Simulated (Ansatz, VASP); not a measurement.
## ZrGe: VASP beside Ansatz

Aim: how closely do two programs agree when they are given the same cell, functional and k mesh? The cell is generated by rule, not measured, and may not be a known phase. The cell is taken from a series of runs on this material, whose earlier steps may have relaxed, scaled, displaced or heated it; both programs get it as it stands.

Method: plane waves, with VASP 6.6.1 beside it; single point at PBE, in Ansatz 0.2.0.

The structure was built from a prototype and need not be the compound's stable phase.

## (1) Set-up

Symmetry: P6_3mc, No. 186, hexagonal system. The conventional cell has a = 4.175 Å, b = 4.175 Å, c = 6.818 Å, α = 90.00°, β = 90.00°, γ = 120.00°. Nearest to Zr lie 4 Ge at 2.56 Å. Ge has 4 Zr at 2.56 Å nearest. Farther neighbours are not listed.

## (2) VASP: single point, PBE

A single point gives forces, pressure and levels at one fixed geometry, so differences don't come from the geometry; what else differs is listed under the comparison.

Lines of VASP's logs that name or quote its potential files are left out, and so is its time.

INCAR

```
SYSTEM = ZrGe
PREC = Accurate
ENCUT = 500
EDIFF = 1E-06
NELM = 120
ISMEAR = 0
SIGMA = 0.1
LREAL = .FALSE.
ALGO = Normal
GGA = PE
NBANDS = 32
LASPH = .TRUE.
LORBIT = 11
LWAVE = .FALSE.
LCHARG = .FALSE.
ISIF = 2
GGA_COMPAT = .FALSE.
EFERMI = MIDGAP
```

POSCAR

```
ZrGe
1.0
    4.1752400000      0.0000000000      0.0000000000
   -2.0876200000      3.6158600000      0.0000000000
    0.0000000000      0.0000000000      6.8181600000
Zr Ge
2 2
Direct
    0.3333343333      0.6666676667      0.0000000000
    0.6666676667      0.3333343333      0.5000000000
    0.3333343333      0.6666676667      0.3750000000
    0.6666676667      0.3333343333      0.8750000000
```

KPOINTS

```
Automatic mesh
0
Gamma
6 6 4
0 0 0
```

PAW data sets: Zr_sv and Ge_d (PBE family, release 64).

Command:

```console
mpirun -np 1 vasp_std
```

Numbers of over 12 decimals in the logs are rounded to 6 here.

Output:

```text
[banner, memory and clock lines left out]
running    1 mpi-ranks, on    1 nodes
 distrk:  each k-point on    1 cores,    1 groups
 distr:  one band on    1 cores,    1 groups

 POSCAR found type information on POSCAR ZrGe
 POSCAR found :  2 types and       4 ions
 LDA part: xc-table for (Slater+PW92), standard interpolation
 POSCAR, INCAR and KPOINTS ok, starting setup
 FFT: planning ... GRIDC
 FFT: planning ... GRID_SOFT
 FFT: planning ... GRID
 WAVECAR not read
 entering main loop
       N       E                     dE             d eps       ncg     rms          rms(c)
DAV:   1     0.638086901426E+03    0.63809E+03   -0.25599E+04  1600   0.333E+03
DAV:   2     0.749737910069E+02   -0.56311E+03   -0.55007E+03  1368   0.908E+02
DAV:   3    -0.185489471206E+02   -0.93523E+02   -0.92025E+02  1864   0.215E+02
DAV:   4    -0.272384957920E+02   -0.86895E+01   -0.86323E+01  2064   0.664E+01
DAV:   5    -0.277057853035E+02   -0.46729E+00   -0.46714E+00  1984   0.124E+01    0.171E+01
DAV:   6    -0.251115048219E+02    0.25943E+01   -0.99165E+00  2240   0.702E+01    0.544E+00
DAV:   7    -0.251625994957E+02   -0.51095E-01   -0.20803E+00  1856   0.862E+00    0.222E+00
DAV:   8    -0.251540633135E+02    0.85362E-02   -0.14540E-01  1904   0.351E+00    0.155E+00
DAV:   9    -0.251580399060E+02   -0.39766E-02   -0.25248E-02  1712   0.122E+00    0.163E-01
DAV:  10    -0.251576118509E+02    0.42806E-03   -0.17943E-03  1968   0.376E-01    0.644E-02
DAV:  11    -0.251576768114E+02   -0.64960E-04   -0.37238E-04  2040   0.107E-01    0.308E-02
DAV:  12    -0.251576614223E+02    0.15389E-04   -0.83518E-05  1632   0.567E-02    0.118E-02
DAV:  13    -0.251576626906E+02   -0.12682E-05   -0.50217E-06  1448   0.205E-02    0.773E-03
DAV:  14    -0.251576626234E+02    0.67147E-07   -0.25852E-06  1288   0.123E-02
   1 F= -.25157663E+02 E0= -.25156768E+02  d E =-.178924E-02
```

From OUTCAR (step 2):

```text
ion  position               nearest neighbor table
   1  0.333  0.667  0.000-   4 2.56   4 2.56   4 2.56   3 2.56
   2  0.667  0.333  0.500-   3 2.56   3 2.56   3 2.56   4 2.56
   3  0.333  0.667  0.375-   2 2.56   2 2.56   2 2.56   1 2.56
   4  0.667  0.333  0.875-   1 2.56   1 2.56   1 2.56   2 2.56

  LATTYP: Found a hexagonal cell.
 ALAT       =     4.1752400000
 C/A-ratio  =     1.6329983426

 Subroutine GETGRP returns: Found 12 space group operations
 (whereof  6 operations were pure point group operations)

The static configuration has the point symmetry C_3v.
 The point group associated with its full space group is C_6v.

 Found     21 irreducible k-points:

   k-points           NKPTS =     21   k-points in BZ     NKDIM =     21   number of bands    NBANDS=     32

   dimension x,y,z NGX =    30 NGY =   30 NGZ =   50
   dimension x,y,z NGXF=    60 NGYF=   60 NGZF=  100

   ENCUT  =  500.0 eV  36.75 Ry    6.06 a.u.   7.61  7.61 12.43*2*pi/ulx,y,z

   NELECT =      52.0000    total number of electrons

 k-points in reciprocal lattice and weights: Automatic mesh
   0.00000000  0.00000000  0.00000000       0.007
   0.16666667 -0.00000000  0.00000000       0.042
   0.33333333  0.00000000  0.00000000       0.042
   0.50000000 -0.00000000  0.00000000       0.021
   0.16666667  0.16666667  0.00000000       0.042
   0.33333333  0.16666667  0.00000000       0.083
   0.33333333  0.33333333  0.00000000       0.014
   0.00000000  0.00000000  0.25000000       0.014
   0.16666667 -0.00000000  0.25000000       0.083
[...]
0.33333333  0.16666667  0.50000000       0.083
   0.33333333  0.33333333  0.50000000       0.014

 average (electrostatic) potential at core
       1 -78.5874       2 -78.5873       3 -72.5216       4 -72.5214

 E-fermi :   5.2586

 k-point     1 :       0.0000    0.0000    0.0000
  band No.  band energies     occupation
    ...
     22       3.7010      2.00000
     23       3.7074      2.00000
     24       3.7074      2.00000
     25       4.0732      2.00000
     26       4.0732      2.00000
     27       6.2028      0.00000
     28       6.2029      0.00000
     29       7.2597      0.00000
     30       7.2597      0.00000
     31       7.5144      0.00000
    ...

 k-point     2 :       0.1667   -0.0000    0.0000
  band No.  band energies     occupation
    ...
     22       3.3266      2.00000
     23       3.7415      2.00000
     24       3.8537      2.00000
     25       3.9318      2.00000
     26       4.2911      2.00000
     27       5.7976      0.00000
     28       6.1588      0.00000
     29       6.9776      0.00000
     30       7.3598      0.00000
     31       7.7223      0.00000
    ...

 k-point     3 :       0.3333    0.0000    0.0000
  band No.  band energies     occupation
    ...
     22       3.1398      2.00000
     23       3.6035      2.00000
     24       4.0391      2.00000
     25       4.3512      2.00000
     26       4.8261      2.00000
     27       5.3515      0.18896
     28       6.4724      0.00000
     29       6.5293      0.00000
     30       7.4873      0.00000
     31       7.8803      0.00000
    ...

  Total        6.0113849      6.0113719      3.7871322      0.0000000      0.0000000      0.0000000
  in kB       93.5674682     93.5672660     58.9468786      0.0000000      0.0000000      0.0000000
  external PRESSURE =      82.0272043 kB  Pullay stress =       0.0000000 kB

  energy-cutoff  :      500.00
  volume of cell :      102.93
      direct lattice vectors                 reciprocal lattice vectors
     4.175240000  0.000000000  0.000000000     0.239507190  0.138279690  0.000000000
    -2.087620000  3.615860000  0.000000000     0.000000000  0.276559380  0.000000000
     0.000000000  0.000000000  6.818160000     0.000000000  0.000000000  0.146667136

 POSITION                                       TOTAL-FORCE (eV/Angst)
 -----------------------------------------------------------------------------------
      0.00000      2.41058      0.00000         0.000000     -0.000000     -0.226881
      2.08762      1.20529      3.40908        -0.000000      0.000000     -0.226881
      0.00000      2.41058      2.55681        -0.000000     -0.000000      0.226881
      2.08762      1.20529      5.96589         0.000000     -0.000000      0.226881
 -----------------------------------------------------------------------------------
    total drift:                               -0.004906     -0.008497     -0.000295

  FREE ENERGIE OF THE ION-ELECTRON SYSTEM (eV)
  ---------------------------------------------------
  free  energy   TOTEN  =       -25.1576626234 eV

  energy  without entropy=      -25.1558733800  energy(sigma->0) =      -25.15676800

 total charge
# of ion       s       p       d       tot
------------------------------------------
    1        2.192   5.965   1.679   9.836
    2        2.192   5.965   1.679   9.836
    3        1.183   1.496   9.976  12.656
    4        1.183   1.496   9.976  12.656
--------------------------------------------------
tot          6.750  14.922  23.311  44.984

[... 3 further parts left out ...]
```

The run ends at a pressure of 8.20 GPa, with forces up to 0.23 eV/Å.

## (3) Ansatz: single point, PBE

Ansatz runs on its default PAW (the set named soft_2) files.

The same cell, functional, mesh and smearing now go to Ansatz, which takes its cutoff from its data sets.

input.yaml

```yaml
crystal:
  lattice:
    - [4.17524, 0.0, 0.0]
    - [-2.08762, 3.61586, 0.0]
    - [0.0, 0.0, 6.81816]
  atoms:
    - { symbol: Zr, position: [0.333333, 0.666667, 0.0] }
    - { symbol: Zr, position: [0.666667, 0.333333, 0.5] }
    - { symbol: Ge, position: [0.333333, 0.666667, 0.375] }
    - { symbol: Ge, position: [0.666667, 0.333333, 0.875] }
kpoints:
  mp_grid: { grid: [6, 6, 4] }
hamiltonian:
  xc: pbe
scf:
  occupations: { method: gaussian, width: 0.1 }
output:
  forces: true
  stress: true
  eigenvalues: true
```

Command:

```console
ansatz run input.yaml --threads 4 --pin off --max-ram 7168MiB --backend cpu --events-out ev --progress --plain --runs-dir out
```

Output:

```text
Warning: the atoms were moved onto the symmetric positions of the space group found under crystal.symmetry.tolerance 1.0e-5 (fractional; no operation is sought that the atoms, as they stand in a round, miss by more than twice it, and no atom is moved by as much as it), and the run uses the moved positions. Before a round's move an operation carried an atom to 4.18e-6 Å from where it should land, the largest such dist [...]
Engine: ansatz 0.2.0, aarch64-unknown-linux-gnu
Pseudopotentials: kind: paw
Pseudopotential: Zr, paw, valence charge 12, recommended cutoff 420 eV (normal), Zr.paw.azcp
Pseudopotential: Ge, paw, valence charge 14, recommended cutoff 420 eV (normal), Ge.paw.azcp
Functional definition: PBE
  parameter kappa = 0.804
  parameter beta = 0.066725
  exchange = pbe_x(kappa = kappa, mu = beta*pi^2/3)
  correlation = pbe_c(beta = beta)
Crystal: 4 atoms, lattice volume = 102.934 Å³
Basis set: ecut = 420 eV, 1985 PW (Γ), exchange–correlation on 60×60×96 points (8 copies of the dense FFT grid, shifted against one another)
Bands: 32, of which v1, the nominal top of the filled ones, is band 26 counted from 1 (25 counted from 0)
Symmetry: 12 space group operations
Space group: P63mc (ITA 186), of the structure as read, at distance tolerance 4.7e-5 Å
k-points: 21 of 144 (time reversal used)
Non-local potential: Zr, projectors of the file, l = 0: 3, l = 1: 2, l = 2: 2, l = 3: 2
Non-local potential: Ge, projectors of the file, l = 0: 2, l = 1: 2, l = 2: 3, l = 3: 1
PAW form: soft (Blöchl's): semilocal exchange-correlation on the pseudo side does not see the compensation charge
PAW one-centre angular grid: Zr, 590 points (default); XC on 64 Gauss nodes
PAW one-centre angular grid: Ge, 590 points (default); XC on 64 Gauss nodes
Initial density: superposition of atomic densities (neutral atoms: chi_scale 0, normalization atom), corrected by the library's trained network
Initial wavefunctions: pseudopotential atomic-orbital guess
Functional: x = pbe(κ = 0.804, μ = 0.219515), c = pbe(β = 0.066725)
SCF iter   1: F=—  HF=-16956.729506 eV  |F-HF|=—  |Δ(HF+E_count)|=         —  Δρ=3.65e-3  dr2=2.05e-2  ethr=1.77e-3  ⟨swp⟩=5.5  Hψ=2747  notcnv=0
preconditioner: auto → Resta (q_TF=auto, 2.435 Å⁻¹)  ε∞=9.5  [insulator: Δε(μ)=0.185 eV  Ē_g=5.020 eV  σ=0.100 eV  W_gap=0.80  n_scr=22 (ndim 8)  ℏωp=14.6 eV  f_vac=0.005  D(μ)=0.28/eV (n_scr^D=0)  ε∞_Penn≈9.5]
SCF iter   2: F=—  HF=-16956.726044 eV  |F-HF|=—  |Δ(HF+E_count)|=   3.46e-3  Δρ=2.05e-3  dr2=6.98e-3  ethr=3.95e-5  ⟨swp⟩=1.2  Hψ=860  notcnv=0
SCF iter   3: F=—  HF=-16956.724418 eV  |F-HF|=—  |Δ(HF+E_count)|=   1.63e-3  Δρ=3.56e-4  dr2=1.99e-4  ethr=1.34e-5  ⟨swp⟩=2.0  Hψ=810  notcnv=0
automatic band count: iteration 3 solves 31 bands in place of 32: the levels show a gap, and the empty bands left out lie too high to hold charge; the band table lists the bands solved (type scf.n_extra_bands for more)
SCF iter   4: F=—  HF=-16956.724438 eV  |F-HF|=—  |Δ(HF+E_count)|=   2.00e-5  Δρ=1.58e-4  dr2=2.58e-5  ethr=3.83e-7  ⟨swp⟩=2.0  Hψ=1163  notcnv=0
SCF iter   5: F=—  HF=-16956.724452 eV  |F-HF|=—  |Δ(HF+E_count)|=   1.38e-5  Δρ=6.83e-5  dr2=5.38e-6  ethr=4.97e-8  ⟨swp⟩=2.0  Hψ=1020  notcnv=0
SCF iter   6: F=—  HF=-16956.724456 eV  |F-HF|=—  |Δ(HF+E_count)|=   3.84e-6  Δρ=2.06e-5  dr2=5.70e-7  ethr=1.03e-8  ⟨swp⟩=2.0  Hψ=1014  notcnv=0
SCF iter   7: F=-16956.724456 eV  HF=-16956.724456 eV  |F-HF|=5.48e-8  |Δ(HF+E_count)|=   7.18e-7  Δρ=6.87e-6  dr2=3.82e-8  ethr=1.92e-10  ⟨swp⟩=5.9  Hψ=2702  notcnv=0
SCF 1 converged in 7 iterations: F = -16956.724456 eV  dr2 = 3.82e-8
  greatest PAW one-centre occupation: 0.998 electrons in one spin orbital (limit 2), on the Ge atom at site 2 (counted from 0), in its partial waves of l = 2
SCF converged after 7 iterations
Free energy (F): -16956.724456 eV
Harris-Foulkes:  -16956.724456 eV  (|F-HF|=5.48e-8)
Internal energy: -16956.722636 eV  (E = F + TS)
E sigma→0 (E₀):  -16956.723546 eV
Entropy (-TS):   -0.001821 eV (-0.455 meV/atom)
Fermi energy:    9.091389 eV
--- Per-component energies (eV) ---
  E_band       = -559.960772
  E_kinetic    = 892.955919
  E_local      = -6792.312951  (includes V_loc(G=0)·N_el)
  E_nonlocal   = 997.429935
  E_hartree    = 2818.929922
  E_xc         = -475.972755
  E_vxc        = -512.872141  (∫ρ·V_xc dr)
  E_paw        = -9945.584267  (= ΣΔE_a)
  E_vpaw       = -783.020439  (= ΣTr[D̂ρ^β])
  E_aug_tail   = 0.000724  (compensation charges beyond the density's cutoff)
  E_ewald      = -4452.169163
  E_smearing   = -0.001821  (= −TS)
  E_closure    = 0.000000  (closes the sum)
  Σ components = -16956.724456   (vs F -16956.724456, Δ=0.00e0)
--- Forces (eV/Å), atoms counted from 1 ---
  atom   1  Zr     0.00000000    -0.00000000    -0.22664827
  atom   2  Zr     0.00000000     0.00000000    -0.22664827
  atom   3  Ge    -0.00000000     0.00000000     0.22666261
  atom   4  Ge    -0.00000000    -0.00000000     0.22666261
  max |Σ_I F_I| component: 2.87e-5 eV/Å
--- Stress (GPa, compression-positive) ---
        9.317265       0.000000      -0.000000
        0.000000       9.317265      -0.000000
        0.000000      -0.000000       5.858046
  P = ⅓ Tr σ = 8.1642 GPa (81.642 kbar)
--- Band table (eV; the first three rows and the last of 21) ---
  k-point 0: bands = [... 22 lower, 7.5400, 7.5400, 7.9061, 7.9061, 10.0339, 10.0339, 11.0899, 11.0899, ... 1 higher]
  k-point 1: bands = [... 22 lower, 7.5634, 7.5634, 7.8185, 7.8185, 10.2350, 10.2350, 11.0237, 11.0237, ... 1 higher]
  k-point 2: bands = [... 22 lower, 7.6603, 7.6603, 7.6603, 7.6603, 10.6864, 10.6864, 10.6864, 10.6864, ... 1 higher]
  k-point 20: bands = [... 22 lower, 7.1609, 7.1609, 8.7917, 8.7917, 9.8121, 9.8121, 11.2916, 11.2916, ... 1 higher]
```

Reading the cycles: dr2 is the Hartree energy of the density residual (eV), the measure of convergence; HF is the Harris–Foulkes estimate of the energy, which meets the free energy F at convergence.

The run ends at a pressure of 8.16 GPa, with forces up to 0.23 eV/Å.

## (4) Side by side

Known differences besides the potentials themselves: the cutoff is 420 eV in Ansatz and 500 eV in VASP. Total energies have different zeros and are not compared.

Compared:

```csv
quantity,Ansatz,VASP,difference
pressure (GPa),8.16,8.20,-0.04
```

Forces (eV/Å; atoms numbered as in POSCAR):

```csv
atom,"Ansatz x, y, z","VASP x, y, z"
Zr1,"0.000, 0.000, -0.227","0.000, 0.000, -0.227"
Zr2,"0.000, 0.000, -0.227","0.000, 0.000, -0.227"
Ge3,"0.000, 0.000, 0.227","0.000, 0.000, 0.227"
Ge4,"0.000, 0.000, 0.227","0.000, 0.000, 0.227"
```

The forces differ by 0.1 meV/Å r.m.s., which is 0.1 % of the r.m.s. force of 0.131 eV/Å (both taken over all components).

## (5) Results

| Property | Result |
| --- | --- |
| r.m.s. force difference (single point, PBE) | 0.13 meV/Å |

In words: The r.m.s. force difference is 0.13 meV/Å (single point, PBE), within the 12 meV/Å picked in this series as the mark of a large difference. Such differences can come from data sets, numerical settings and the points named under the comparisons, not from the functional's error against experiment.

[Lines on the potential files, build, host, timing and source positions are cut from VASP's logs without a mark.]

[Logs are printed without paths, hosts, clocks, repeated set-up lines and the standing remarks that a program may print on its own settings, such as how far it seeks lower states.]

[Hosts, paths, dates, database ids (printed as entryN), source tags and the programs' standing remarks are cut or masked in the printed files.]
